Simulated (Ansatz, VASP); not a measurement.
## One calculation of W, two programs

Contents of INCAR:

```
SYSTEM = W
PREC = Accurate
ENCUT = 520
EDIFF = 1E-6
ISMEAR = 0
SIGMA = 0.1
LREAL = .False.
LASPH = .True.
NELM = 100
ALGO = Fast
ISIF = 2
LWAVE = .False.
LCHARG = .False.
GGA = PS
NBANDS = 13
```

KPOINTS

```
Automatic mesh
0
Gamma
  12 12 17
  0 0 0
```

Contents of POSCAR:

```
W
1.0
    2.8679133285     -0.0000002775     -0.0012616928
   -0.0000002775      2.8679133285     -0.0012616928
    1.4330921301      1.4330921301      1.8317466793
W
1
Direct
    0.0000000000      0.0000000000      0.0000000000
```

Input for Ansatz:

```yaml
crystal:
  lattice:
    - [2.8679133285, -2.775e-07, -0.0012616928]
    - [-2.775e-07, 2.8679133285, -0.0012616928]
    - [1.4330921301, 1.4330921301, 1.8317466793]
  atoms:
    - { symbol: W, position: [0.0, 0.0, 0.0] }
basis:
  ecutwfc: 420
kpoints:
  mp_grid: { grid: [12, 12, 17] }
hamiltonian:
  xc: pbesol
scf:
  occupations: { method: gaussian, width: 0.1 }
output:
  forces: true
  stress: true
  eigenvalues: true
```

Change from the starting cell: band edges of the strained film's bulk.

Alike in both runs: task single point; functional PBEsol; k mesh 12 × 12 × 17; occupations gaussian, width 0.1 eV; no spin polarisation.

|  | VASP | Ansatz |
| --- | --- | --- |
| version | VASP 6.6.1 | Ansatz 0.2.0 |
| potentials or method | VASP PAW PBE potentials, release 64 (W_sv) | scalar-relativistic, plane waves, PAW |
| plane-wave cutoff (eV) | 520 | 420 |
| valence electrons in the cell | 14 | 14 |

```tsv
	VASP	Ansatz	Ansatz less VASP
gap on the k mesh at the Fermi level (eV)	none	none	-
pressure (GPa)	20.4	19.4	-0.98
largest component of the traceless stress (GPa)	19.57	19.40	-0.175
```

A gap of «none» marks a metal or a gap that the smearing closes.

Caveats: so large a pressure means that the cell lies far from this level's equilibrium, or that cutoff or potentials fall short (VASP); the potentials were made for another functional, which shifts forces and pressure (VASP). The runs have no spin-orbit coupling, so splittings on W are missing.
